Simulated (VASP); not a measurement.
Wanted: the native input for a VASP 6.6.1 run.

```
Task                   : relaxation of the atoms
Functional             : PBEsol
Potentials or basis    : VASP PAW PBE potentials, release 64 (Ge_d)
Cutoff                 : 600 eV
k mesh                 : 10 × 10 × 10
Occupations            : gaussian, width 0.03 eV
Spin                   : no spin polarisation
Further INCAR settings : ALGO = Fast; EDIFF = 1e-07; IBRION = 2; EDIFFG = -0.01; NSW = 40
```

The structure of Ge lies in POSCAR:

```
Ge                                      
1.0
    0.0000000000      2.7790885453      2.7790885453
    2.7790885453      0.0000000000      2.7790885453
    2.7790885453      2.7790885453      0.0000000000
  Ge            
     2
Direct
     0.0000000000000000    0.0000000000000000    0.0000000000000000
     0.2500000000000000    0.2500000000000000    0.2500000000000000
```

The cell isn't the ideal one: a relaxed cell with its volume scaled by 0.94.

The input as run:

INCAR

```
SYSTEM = Ge
PREC     = Accurate       ! precision mode
ENCUT    = 600            ! plane-wave cutoff, eV
EDIFF    = 1E-7           ! SCF threshold, eV
ISMEAR   = 0              ! smearing method
SIGMA    = 0.03           ! smearing width, eV
LREAL    = .False.        ! projectors in reciprocal space
LASPH    = .True.         ! aspherical terms in the spheres
NELM     = 80             ! most SCF steps
ALGO     = Fast           ! electronic algorithm
ISIF     = 2              ! what is computed and relaxed
LWAVE    = .False.        ! write WAVECAR
LCHARG   = .False.        ! write CHGCAR
GGA      = PS             ! functional
IBRION   = 2              ! ionic algorithm
NSW      = 40             ! ionic steps
EDIFFG   = -0.01          ! ionic threshold
```

KPOINTS

```
regular mesh
0
Gamma
  10 10 10
  0 0 0
```

Potentials or basis: VASP PAW PBE potentials, release 64 (Ge_d).

Launch:

```console
$ cat potpaw_PBE.64/Ge_d/POTCAR > POTCAR
$ mpirun -np 1 vasp_std > vasp.out
```

It gave:

```
Pressure after relaxing : 4.9 GPa
Band gap on the k mesh  : 0.29 eV, indirect (least direct gap 0.49 eV)
```

Caveat: the relaxation stopped at its first step, so nothing moved; the PAW data sets were made with another functional, which shifts forces and pressure a little.

Wall time 19 s on 1 thread of Intel(R) Xeon(R) 6975P-C (Granite Rapids), on a shared host, peak memory 0.18 GiB.
